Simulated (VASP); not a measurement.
# PtSe2 (Sudovikovite) (P-3m1) in VASP: further runs, part 2 of 2

VASP 6.6.1. Earlier steps stand in the parts before.

### Step 5. Relaxation of the atoms, AM05 (atoms moved at random, drawn with an rms of 0.15 Å)

The input, run.py:

```python
from ase.calculators.vasp import Vasp
from ase.io import read
from ase.optimize import FIRE

atoms = read('POSCAR')
calc = Vasp(
    directory='calc',
    xc='am05',
    pp='PBE',
    setups='recommended',
    prec='Accurate',
    encut=520,
    ediff=1e-06,
    ismear=-1,
    sigma=0.05,
    lreal=False,
    lasph=True,
    nelm=60,
    algo='Fast',
    isif=2,
    lwave=True,
    lcharg=False,
    kpts=[8, 8, 5],
    gamma=True,
)
atoms.calc = calc
opt = FIRE(atoms, trajectory='relax.traj')
converged = opt.run(fmax=0.02, steps=40)
print('converged:', converged)

print('energy (eV):', atoms.get_potential_energy())
print('free energy (eV):', atoms.get_potential_energy(force_consistent=True))
print('forces (eV/A):')
print(atoms.get_forces())
print('stress (eV/A^3, Voigt):', atoms.get_stress())
print('Fermi level (eV):', calc.get_fermi_level())
print('cell (A, degrees):', atoms.cell.cellpar())
print('volume (A^3):', atoms.get_volume())
print('scaled positions:')
print(atoms.get_scaled_positions())
```

The input, POSCAR:

```
PtSe2
1.0
    3.7240000000      0.0000000000      0.0000000000
   -1.8620000000      3.2250786037      0.0000000000
    0.0000000000      0.0000000000      5.0620000000
Pt Se
1 2
Direct
    0.0293330000      0.0262570000      0.0118730000
    0.6593650000      0.3187400000      0.7388280000
    0.3360650000      0.6882050000      0.2320960000
```

Potentials or basis: VASP PAW PBE potentials, release 64 (Pt, Se).

On the command line:

```console
$ python run.py
```

Log:

```text
Step     Time          Energy          fmax
FIRE:    0 --:--:--      -14.776913        2.660781
FIRE:    1 --:--:--      -14.880651        1.995931
FIRE:    2 --:--:--      -14.995019        0.901871
FIRE:    3 --:--:--      -15.028554        0.490311
FIRE:    4 --:--:--      -15.029844        0.451538
FIRE:    5 --:--:--      -15.032157        0.409343
[... 25 lines left out ...]
FIRE:   31 --:--:--      -15.046033        0.024712
FIRE:   32 --:--:--      -15.046043        0.019705
converged: True
energy (eV): -15.04313599
free energy (eV): -15.04604318
forces (eV/A):
[[ 0.01239816 -0.00597148  0.01410425]
 [-0.00539254  0.01566169 -0.00393762]
 [-0.00700561 -0.00969021 -0.01016662]]
stress (eV/A^3, Voigt): [-8.00932632e-03 -7.50304703e-03  3.96061016e-05  4.69544793e-04
  2.74234497e-05 -1.56287950e-05]
Fermi level (eV): 6.44197005
cell (A, degrees): [  3.724   3.724   5.062  90.     90.    120.   ]
volume (A^3): 60.79559554954511
scaled positions:
[[0.00813378 0.01115975 0.99413068]
 [0.67472104 0.3438834  0.74085084]
 [0.34190818 0.67815885 0.24781548]]
```

OUTCAR:

```text
ENCUT = 520.000000
   EDIFF = 1.00e-06
   GGA = AM
   PREC = Accurate
   ISIF = 2
   ISMEAR = -1
   NELM = 60
   LASPH = .TRUE.
[... 656 lines left out ...]
      0.00951      0.03599      5.03229         0.012398     -0.005971      0.014104
      1.87235      1.10905      3.75019        -0.005393      0.015662     -0.003938
      0.01053      2.18712      1.25444        -0.007006     -0.009690     -0.010167
 -----------------------------------------------------------------------------------
    total drift:                               -0.003574      0.001660     -0.004108

  FREE ENERGIE OF THE ION-ELECTRON SYSTEM (eV)
  ---------------------------------------------------
  free  energy   TOTEN  =       -15.0460431792 eV

  energy  without entropy=      -15.0402288009  energy(sigma->0) =      -15.04313599
```

Run time: 20 min. Hardware: 1 thread of Intel Xeon Platinum 8559C (Emerald Rapids), shared host; peak memory 0.29 GiB.

Results:

```
Free energy                  : -15.0460 eV
Energy gained by relaxing    : 89.8 meV/atom
Ionic steps                  : 33
Pressure after relaxing      : 0.8 GPa
Largest force after relaxing : 0.020 eV/Å
Band gap on the k mesh       : none (metal or under the smearing width)
```

Forces on the atoms (eV/Å):
```
Pt   0.012 -0.006  0.014
Se  -0.005  0.016 -0.004
Se  -0.007 -0.010 -0.010
```

Step by step:
```
step  energy change (eV)  largest force (eV/Å)  pressure (GPa)
   1              0.0000                2.6608            4.71
   2             -0.1038                1.9959            3.68
   3             -0.2183                0.9019            2.28
   4             -0.2519                0.4903            1.17
   5             -0.2532                0.4515            1.15
   6             -0.2555                0.4093            1.11
   7             -0.2584                0.3560            1.06
   8             -0.2613                0.2932            1.01
   9             -0.2639                0.2273            0.95
  10             -0.2657                0.1737            0.89
  11             -0.2668                0.1615            0.83
  12             -0.2673                0.1802            0.78
  13             -0.2676                0.2206            0.74
  14             -0.2676                0.2113            0.74
  15             -0.2678                0.2027            0.74
  16             -0.2680                0.1880            0.73
  17             -0.2682                0.1709            0.75
  18             -0.2684                0.1492            0.76
  19             -0.2687                0.1243            0.76
  20             -0.2689                0.0970            0.77
  21             -0.2691                0.0642            0.78
  22             -0.2692                0.0330            0.77
  23             -0.2693                0.0243            0.79
  24             -0.2693                0.0489            0.80
  25             -0.2693                0.0438            0.81
  26             -0.2693                0.0424            0.81
  27             -0.2693                0.0403            0.82
  28             -0.2693                0.0385            0.80
  29             -0.2693                0.0357            0.81
  30             -0.2693                0.0326            0.80
  31             -0.2693                0.0291            0.82
  32             -0.2693                0.0247            0.80
  33             -0.2693                0.0197            0.83
```

Final structure:
```yaml
crystal:
  lattice:
    - [3.72400, 0.00000, 0.00000]
    - [-1.86200, 3.22508, 0.00000]
    - [0.00000, 0.00000, 5.06200]
  atoms:
    - { symbol: Pt, position: [0.00813, 0.01116, 0.99413] }
    - { symbol: Se, position: [0.67472, 0.34388, 0.74085] }
    - { symbol: Se, position: [0.34191, 0.67816, 0.24782] }
```

Levels at points of the mesh, in eV from the Fermi level:
```
           k point  band 7  band 8  band 9  band 10  band 11  band 12  band 13  band 14  band 15
(0.00, 0.00, 0.00)   -4.00   -2.63   -1.06    -1.05     0.43     1.36     1.37     3.52     4.11
(0.50, 0.00, 0.00)   -3.80   -3.54   -3.47    -3.40    -3.00     0.59     2.31     4.77     5.76
(0.00, 0.50, 0.00)   -3.80   -3.54   -3.47    -3.40    -3.00     0.58     2.31     4.77     5.76
(0.50, 0.50, 0.00)   -3.80   -3.54   -3.47    -3.40    -3.00     0.58     2.31     4.77     5.76
```

Caveat: the PAW data sets were made with another functional, which shifts forces and pressure a little. Spin-orbit coupling is left out, which matters for the levels of Pt.

### Step 6. For comparison

An earlier run on the cell as given: functional PBE; potentials or basis VASP PAW PBE potentials, release 64 (Pt, Se); cutoff 520 eV; k mesh 8 × 8 × 5; occupations fermi-dirac, width 0.05 eV; no spin polarisation.

- Pressure: 7.3 GPa
- Largest force: 0.599 eV/Å
- Band gap on the k mesh: none (metal or under the smearing width)

### Step 7. Overview

| task | level | potentials or basis | cell | k mesh | cutoff (eV) | smearing | ladder | optimiser | gap on the mesh (eV) | pressure (GPa) | largest force (eV/Å) |
| --- | --- | --- | --- | --- | --- | --- | --- | --- | --- | --- | --- |
| relaxation of cell and atoms | LDA | VASP PAW LDA potentials, release 64 (Pt, Se) | relaxed | 8 × 8 × 4 | 600 | fermi-dirac 0.05 eV | gaps | - | none | 0.0 | - |
| single point | PBE | VASP PAW PBE potentials, release 64 (Pt, Se) | as given | 8 × 8 × 5 | 520 | gaussian 0.1 eV | - | - | none | 7.3 | 0.60 |
| relaxation of the atoms | AM05 | VASP PAW PBE potentials, release 64 (Pt, Se) | atoms relaxed from: atoms moved at random, drawn with an rms of 0.15 Å | 8 × 8 × 5 | 520 | fermi-dirac 0.05 eV | - | FIRE | none | 0.8 | 0.02 |
| single point | PBE | VASP PAW PBE potentials, release 64 (Pt, Se) | as given | 8 × 8 × 5 | 520 | fermi-dirac 0.05 eV | - | - | none | 7.3 | 0.60 |

Alike in all rows: no spin polarisation.

Caveats: the PAW data sets were made with another functional, which shifts forces and pressure a little (some runs).

Absolute energies hang on the potentials; compare differences alone.
